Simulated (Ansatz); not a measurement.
# Screening in KCl (Sylvite)

Wanted: ε∞ of KCl (Sylvite) from perturbation theory, a sum over states and the RPA step of G0W0, with cost.

Calculated with Ansatz 0.2.0; linear response on PBE, plane waves, PAW.

Most raw output is cut from this account.

## 1. Set-up

It takes space group Fm-3m (No. 225, cubic). Conventional cell: a = 6.293 Å, b = 6.293 Å, c = 6.293 Å, α = 90.00°, β = 90.00°, γ = 90.00°. K has 6 Cl at 3.15 Å nearest. Cl has 6 K at 3.15 Å nearest. Farther neighbours and most contacts between anions are not listed.

Structure file:

```cif
data_structure
_symmetry_space_group_name_H-M 'P 1'
_symmetry_Int_Tables_number 1
_cell_length_a 4.4498
_cell_length_b 4.4498
_cell_length_c 4.4498
_cell_angle_alpha 60.000
_cell_angle_beta 60.000
_cell_angle_gamma 60.000
_cell_volume 62.30
loop_
_atom_site_label
_atom_site_type_symbol
_atom_site_fract_x
_atom_site_fract_y
_atom_site_fract_z
_atom_site_occupancy
K1 K 0.00000 0.00000 0.00000 1
Cl2 Cl 0.50000 0.50000 0.50000 1
```

The cell and positions come from the Crystallography Open Database and are kept as given unless a step says otherwise. The default PAW set here is soft_2. Its files were made with PBE.

## 2. Response to a homogeneous field

The response to a uniform field gives ε∞, a yardstick for the screening that GW builds on its mesh.

This step: dielectric response by perturbation theory, PBE, plane waves, PAW.

Input file input.yaml:

```yaml
crystal:
  lattice:
    - [0.0, 3.14647, 3.14647]
    - [3.14647, 0.0, 3.14647]
    - [3.14647, 3.14647, 0.0]
  atoms:
    - { symbol: K, position: [0.0, 0.0, 0.0] }
    - { symbol: Cl, position: [0.5, 0.5, 0.5] }
kpoints:
  mp_grid: { grid: [6, 6, 6] }
hamiltonian:
  xc: pbe
scf:
  occupations: { method: fixed }
dielectric: {}
```

The run is started by

```bash
$ ansatz run input.yaml --threads 3 --pin off --max-ram 92160MiB --backend cuda --events-out ev --progress --plain --runs-dir out --devices 1 --max-vram 13GiB
```

Run time: 8 s. Hardware: 1 × NVIDIA H100 80GB HBM3 (shared by 6 runs) with 3 threads of AMD EPYC 7R13 (Zen 3), shared host; peak memory 0.92 GiB.

One over ε∞ averages 0.43, above the quarter of exact exchange in PBE0, which should therefore fall short.

High-frequency dielectric tensor:

```
2.32 0.00 0.00
0.00 2.32 0.00
0.00 0.00 2.32
```

Born effective charge (e), principal values of the symmetric part by kind of site:

| atom | atoms with these values | low | middle | high | mean |
| --- | --- | --- | --- | --- | --- |
| K1 | 1 | 1.13 | 1.13 | 1.13 | 1.13 |
| Cl2 | 1 | -1.13 | -1.13 | -1.13 | -1.13 |

In full for K1:

```
1.13 0.00 0.00
0.00 1.13 0.00
0.00 0.00 1.13
```

## 3. Independent-particle spectrum

The independent-particle spectrum shows where the oscillator strength lies, before excitons and local fields.

This step: independent-particle optics on PBE, plane waves, PAW.

Changes to input.yaml since step 2:

```diff
@@ -14,2 +14,4 @@
   occupations: { method: fixed }
-dielectric: {}
+  n_extra_bands: 42
+output:
+  optics: { e_range: [0, 25], de: 0.1, sigma: 0.2 }
```

Run time: 7.2 s. Hardware: 1 × NVIDIA H100 80GB HBM3 (shared by 6 runs) with 3 threads; peak memory 1.1 GiB.

This step gave:

```
ε∞ without local fields (xx, yy, zz)                                   : 2.568, 2.568, 2.568
electrons in the f-sum (xx, yy, zz)                                    : 12.39, 12.39, 12.39
bands in the explicit sum (the static value is completed to all bands) : 50
```

The sum gives ε∞ = 2.57 without local fields.

The ε₂, xx=yy=zz has structure finer than the step of the table below, so its rows give means over 1 eV, whole bins alone (the curve runs from 0 to 25 eV). Peaks (eV: height): 8.0: 4.25, 10.2: 4.56, 15.8: 2.32, 18.7: 1.32, 20.9: 2.59, 22.4: 1.84.

Independent particles, no local fields, Gaussian width 0.2 eV. The ε₂, xx=yy=zz by photon energy; means over each step:

photon energy (eV), ε₂, xx=yy=zz and a bar:
```
        4       0.00 
        5       0.09 #
        6       0.61 #####
        7       1.80 ################
        8       3.45 ##############################
        9       1.79 ################
       10       3.37 #############################
       11       2.81 ########################
       12       0.89 ########
       13       0.94 ########
       14       0.75 ######
       15       0.99 #########
       16       1.69 ###############
       17       0.65 ######
       18       0.86 #######
       19       1.09 ##########
       20       1.07 #########
       21       2.21 ###################
       22       1.46 #############
       23       0.89 ########
       24       0.62 #####
```

The loss function, xx=yy=zz has structure finer than the step of the table below, so its rows give means over 1 eV, whole bins alone (the curve runs from 0 to 25 eV). Peaks (eV: height): 12.0: 1.39, 16.3: 0.983, 24.9: 5.13.

Independent particles, no local fields, Gaussian width 0.2 eV. The loss function, xx=yy=zz by photon energy; means over each step:

| photon energy (eV) | loss function, xx=yy=zz |
| --- | --- |
| 4 | 0 |
| 5 | 0.00675 |
| 6 | 0.0403 |
| 7 | 0.0760 |
| 8 | 0.197 |
| 9 | 0.273 |
| 10 | 0.170 |
| 11 | 0.364 |
| 12 | 0.943 |
| 13 | 0.578 |
| 14 | 0.600 |
| 15 | 0.176 |
| 16 | 0.620 |
| 17 | 0.715 |
| 18 | 0.376 |
| 19 | 0.529 |
| 20 | 0.311 |
| 21 | 0.412 |
| 22 | 0.679 |
| 23 | 1.08 |
| 24 | 1.54 |

Independent particles, no local fields, Gaussian width 0.2 eV. The ε₁, xx=yy=zz by photon energy:

| photon energy (eV) | ε₁, xx=yy=zz |
| --- | --- |
| 0 | 2.56 |
| 1 | 2.58 |
| 2 | 2.63 |
| 3 | 2.74 |
| 4 | 2.93 |
| 5 | 3.37 |
| 6 | 3.77 |
| 7 | 4.56 |
| 8 | 2.46 |
| 9 | 1.55 |
| 10 | 3.22 |
| 11 | -0.507 |
| 12 | 0.155 |
| 13 | 0.892 |
| 14 | 0.760 |
| 15 | 2.31 |
| 16 | 0.0268 |
| 17 | 0.633 |
| 18 | 1.25 |
| 19 | 0.794 |
| 20 | 1.62 |
| 21 | 0.420 |
| 22 | 0.350 |
| 23 | -0.333 |
| 24 | -0.219 |
| 25 | 0.122 |

## 4. RPA screening from the G0W0 run

G0W0 replaces the xc potential by the self-energy, built once from these orbitals. Only a window of levels is corrected, while the sums run over the empty bands that the input names.

This step: G0W0 on PBE, plane waves, PAW.

input.yaml, the sections that differ from step 3:

```yaml
kpoints:
  mp_grid: { grid: [4, 4, 4] }
scf:
  occupations: { method: fixed }
gw:
  n_empty_bands: 400
  ecut_chi: 200.0
  qp_bands: [v2, c2]
  qp_kpoints: band_edges
  screening: { model: contour_deformation }
# crystal, hamiltonian: as in step 3
# output: removed
```

It took 11 s on 1 × NVIDIA H100 80GB HBM3 (shared by 6 runs) with 3 threads; peak memory 1.3 GiB.

This step gave:

```
bands summed                                 : 408
RPA ε∞ on this mesh (eigenvalues)            : 2.173, 2.173, 2.173
plane waves in the screening matrix          : 411
G0W0 gap on the mesh                         : 8.012 eV
k of the valence top                         : 0, 0, 0
k of the conduction bottom                   : 0, 0, 0
starting gap on the mesh                     : 5.189 eV
least direct G0W0 gap on the computed points : 8.012 eV
```

The gap on the mesh goes from 5.19 eV to 8.01 eV, a correction of +2.82 eV. Between the two edge states, bare exchange in place of the xc potential would open the gap by 8.15 eV, and correlation takes back 5.33 eV.

Mean over the mesh in bins of 0.25 1/Å. Static inverse dielectric function, diagonal against length of q+G:

length of q+G (Å⁻¹), static inverse dielectric function, diagonal and a bar from the least value:
```
     0.46      0.492 
     0.80      0.537 ###
     1.09      0.588 ######
     1.27      0.622 ########
     1.50      0.662 ##########
     1.77      0.712 #############
     2.01      0.752 ################
     2.24      0.790 ##################
     2.51      0.823 ####################
     2.78      0.851 ######################
     3.02      0.871 #######################
     3.27      0.890 ########################
     3.50      0.904 #########################
     3.72      0.916 #########################
     3.99      0.928 ##########################
     4.25      0.939 ###########################
     4.50      0.948 ###########################
     4.74      0.955 ############################
     5.02      0.962 ############################
     5.26      0.967 #############################
     5.50      0.972 #############################
     5.75      0.976 #############################
     6.00      0.980 #############################
     6.25      0.983 #############################
     6.50      0.986 ##############################
     6.76      0.988 ##############################
     7.01      0.990 ##############################
     7.18      0.992 ##############################
```

## 5. The values together

Times are wall times on 1 × NVIDIA H100 80GB HBM3 (shared by 6 runs) with 3 threads of AMD EPYC 7R13 (Zen 3), shared host, good to a factor of about two.

| method | mesh | ε∞, low | middle | high | mean | time |
| --- | --- | --- | --- | --- | --- | --- |
| perturbation theory (local fields and xc kernel) | 6×6×6 | 2.32 | 2.32 | 2.32 | 2.32 | 8 s |
| sum over states (no local fields) | 6×6×6 | 2.57 | 2.57 | 2.57 | 2.57 | 7.2 s |
| RPA with local fields, on the GW mesh | 4×4×4 | 2.17 | 2.17 | 2.17 | 2.17 | 11 s |

## 6. Results

| Quantity | Value |
| --- | --- |
| perturbation theory (local fields and xc kernel) | 2.32, 2.32, 2.32 |
| sum over states (no local fields) | 2.57, 2.57, 2.57 |
| RPA with local fields, on the GW mesh | 2.17, 2.17, 2.17 |

**Reading.** Mean Born effective charge: K1 1.13, Cl2 -1.13 e. The most distinct maxima of the ε₂, xx=yy=zz lie at 8.0, 10.2, 15.8, 20.9 and 22.4 eV, the highest at 10.2 eV. Distinct peaks of the loss function, xx=yy=zz stand at 12.0, 16.3 and 24.9 eV; the one at 24.9 eV is strongest. The sum without local fields gives 2.57 in the mean against 2.32 by perturbation theory; local fields lower ε∞ and the xc kernel gives part of it back, though the sum also carries the error of its own mesh. The RPA values on the 4×4×4 mesh average 0.94 times those of perturbation theory (means 2.17 and 2.32). Without the xc kernel RPA should lie a little lower, as the mean does. PBE usually puts the gap too low, which tends to raise ε∞. Ions are clamped, so the lattice part of the static constant is not in these numbers.

[Paths, hosts, dates, memory and timing lines, banners, echoed tables and standing remarks are left out of the program output.]

[Logs are printed without paths, hosts, clocks, repeated set-up lines and the standing remarks that a program may print on its own settings, such as how far it seeks lower states.]

[Runs of the session that timed out or met a known fault of the program may be left out.]

[Cells called generated may have been cut or substituted from an entry of the Crystallography Open Database or the Materials Project.]

[Hosts, paths, dates, database ids (printed as entryN), source tags and the programs' standing remarks are cut or masked in the printed files.]
